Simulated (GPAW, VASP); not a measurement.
This is a calculation of Mg (Magnesium) for GPAW 26.7.0 (ASE script). 

run.py

```python
from ase import Atoms
from ase.dft.bandgap import bandgap
from ase.io import write
from ase.units import Bohr, GPa
from gpaw import GPAW, PW
from gpaw.elf import elf_from_dft_calculation

atoms = Atoms(['Mg', 'Mg'],
              cell=[[3.2093, 0.0, 0.0],
                    [-1.60465, 2.7793353284, 0.0],
                    [0.0, 0.0, 5.2103]],
              scaled_positions=[[0.6666666667, 0.3333333333, 0.75],
                                [0.3333333333, 0.6666666667, 0.25]],
              pbc=True)

calc = GPAW(mode=PW(800),
            xc='PBE',
            kpts={'size': (10, 10, 5), 'gamma': True},
            occupations={'name': 'methfessel-paxton', 'order': 0, 'width': 0.02},
            nbands=19,
            convergence={'density': 1e-05, 'energy': 1e-05},
            maxiter=150,
            txt='gpaw.txt')
atoms.calc = calc
energy = atoms.get_potential_energy()
forces = atoms.get_forces()
stress = atoms.get_stress()
calc.write('gs.gpw')
write('result.traj', atoms)
print(f'Energy: {energy:.6f} eV')
print('Forces (eV/A):')
print(forces.round(4))
print('Stress (GPa):', (stress / GPa).round(3))
print('Fermi level:', round(calc.get_fermi_level(), 4), 'eV')
print(f'Gap: {bandgap(calc)[0]:.4f} eV, direct: {bandgap(calc, direct=True)[0]:.4f} eV')

# fields on the real-space grid
write('density.cube', atoms, data=calc.get_pseudo_density() * Bohr**3)
write('potential.cube', atoms, data=calc.get_electrostatic_potential())
write('elf.cube', atoms, data=elf_from_dft_calculation(calc).data)
```

Potentials or basis: GPAW PAW data sets (gpaw-data 1.2.1), pw.

Command:

```sh
$ OMP_NUM_THREADS=1 python run.py
```

Question: Set up the same calculation for VASP 6.6.1. Potentials or basis there: PBE PAW files Mg, 500 eV.

Answer: As run (cutoffs and basis follow the program's own potentials, and thresholds, step limits or extra output files can differ):

INCAR

```
PREC     = Accurate       # precision mode
ENCUT    = 500            # plane-wave cutoff, eV
EDIFF    = 1E-6           # SCF threshold, eV
ISMEAR   = 0              # smearing method
SIGMA    = 0.02           # smearing width, eV
LREAL    = F              # projectors in reciprocal space
LASPH    = T              # aspherical terms in the spheres
NELM     = 100            # most SCF steps
ALGO     = Fast           # electronic algorithm
ISIF     = 2              # what is computed and relaxed
LWAVE    = F              # write WAVECAR
LCHARG   = F              # write CHGCAR
GGA      = PE             # functional
```

KPOINTS

```
regular mesh
0
Gamma
  10 10 5
```

File POSCAR:

```
Mg
1.0
    3.2093000000      0.0000000000      0.0000000000
   -1.6046500000      2.7793353284      0.0000000000
    0.0000000000      0.0000000000      5.2103000000
Mg
2
Cartesian
    1.6046500002      0.9264451094      3.9077250000
   -0.0000000002      1.8528902190      1.3025750000
```

Potentials or basis: VASP PAW PBE potentials, release 64 (Mg).

Command:

```bash
$ cat potpaw_PBE.64/Mg/POTCAR > POTCAR
$ mpirun -np 1 vasp_std > vasp.out
```

Both were run:

|  | GPAW | VASP |
| --- | --- | --- |
| Pressure | -0.5 GPa | -0.6 GPa |

The potentials hold 20 and 4 valence electrons a cell.

Pressure is positive in compression.
